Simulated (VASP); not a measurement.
**CaO in VASP: how settings move the PBE single point**

The PBE single point of CaO (rocksalt), under -6.0 % biaxial strain in x and y, z held is repeated with altered inputs. Which of them can be trusted?

Program: VASP 6.6.1. PAW datasets, plane waves. Spin-unpolarised throughout; all numbers are computed.

**1. Starting point**

The cell comes from an earlier relaxation with r2SCAN in another program, then strained, with the atoms relaxed again.

It is tetragonal, I4/mmm (No. 139); a = 3.188 Å, c = 4.795 Å in the conventional setting, 12.19 Å³ an atom. Ca has 6 O at 2.25–2.40 Å; O has 6 Ca at 2.25–2.40 Å.

The structure in full:

```xyz
2
Lattice="0.0000 2.2544 2.3976 2.2544 0.0000 2.3976 2.2544 2.2544 0.0000" Properties=species:S:1:pos:R:3 pbc="T T T"
Ca    0.0000    0.0000    0.0000
O     2.2544    2.2544    2.3976
```

**2. Reference**

Contents of INCAR:

```
ENCUT = 520.000000
SIGMA = 0.020000
EDIFF = 1.00e-07
GGA = PE
PREC = Accurate
IBRION = -1
ISIF = 2
ISMEAR = -1
NBANDS = 15
NELM = 120
NSW = 0
LASPH = .TRUE.
LCHARG = .FALSE.
LWAVE = .FALSE.
LREAL = .FALSE.
```

Contents of KPOINTS:

```
KPOINTS created by Atomic Simulation Environment
0
Gamma
10 10 10
0 0 0
```

Contents of POSCAR:

```
Ca O
 1.0000000000000000
     0.0000000000000000    2.2544163686999998    2.3975501103000001
     2.2544163686999998    0.0000000000000000    2.3975501103000001
     2.2544163686999998    2.2544163686999998    0.0000000000000000
 Ca  O
   1   1
Cartesian
  0.0000000000000000  0.0000000000000000  0.0000000000000000
  2.2544163686999998  2.2544163686999998  2.3975501103000005
```

A file KPOINTS_OPT adds named points for the levels; it doesn't enter the self-consistent loop.

Potentials: the recommended PBE PAW datasets, 16 valence electrons.

Started as:

```console
> mpirun -np 1 vasp_std
```

**3. Altered input 1**

Edit INCAR of step 2 so:

```diff
@@ -4,3 +4,2 @@
 GGA = PE
-PREC = Accurate
 IBRION = -1
@@ -15 +14,2 @@
 LREAL = .FALSE.
+PREC = Normal
```

Contents of KPOINTS:

```
KPOINTS created by Atomic Simulation Environment
0
Monkhorst-Pack
10 10 10
0 0 0
```

POSCAR is that of step 2.

**4. Altered input 2**

Edit INCAR of step 2 so:

```diff
@@ -15 +15,2 @@
 LREAL = .FALSE.
+ALGO = Fast
```

KPOINTS is that of step 2.

POSCAR is that of step 2.

**5. Altered input 3**

Contents of INCAR:

```
SIGMA = 0.020000
EDIFF = 1.00e-07
GGA = PE
PREC = Accurate
IBRION = -1
ISIF = 2
ISMEAR = -1
NBANDS = 15
NSW = 0
LASPH = .TRUE.
LCHARG = .FALSE.
LWAVE = .FALSE.
LREAL = .FALSE.
ENCUT = 450
NELM = 64
```

KPOINTS is that of step 2.

POSCAR is that of step 2.

Before running it: what results should come out? Wanted: for each run, changed; ending; energy change; pressure; electronic steps; usable.

The runs gave:

| run | changed | ending | energy change (meV/atom) | pressure (GPa) | gap on the mesh (eV; negative: overlap) | electronic steps | time | usable |
| --- | --- | --- | --- | --- | --- | --- | --- | --- |
| ref. | – | converged | 0 | 23.4 | 3.42 | 14 | 26 s | yes |
| 1 | PREC = Normal, shifted mesh | converged | -0.1 | 23.4 | 3.57 | 14 | 38 s | yes |
| 2 | ALGO = Fast | converged | 0.0 | 23.4 | 3.43 | 18 | 34 s | yes |
| 3 | ENCUT = 450, NELM = 64 | converged | -2.1 | 22.6 | 3.43 | 14 | 19 s | yes |

**Reading.** Of 3 altered inputs, 3 gave usable results. Among the usable ones with comparable energies, «ENCUT = 450, NELM = 64» moves the energy most, by -2.1 meV/atom.
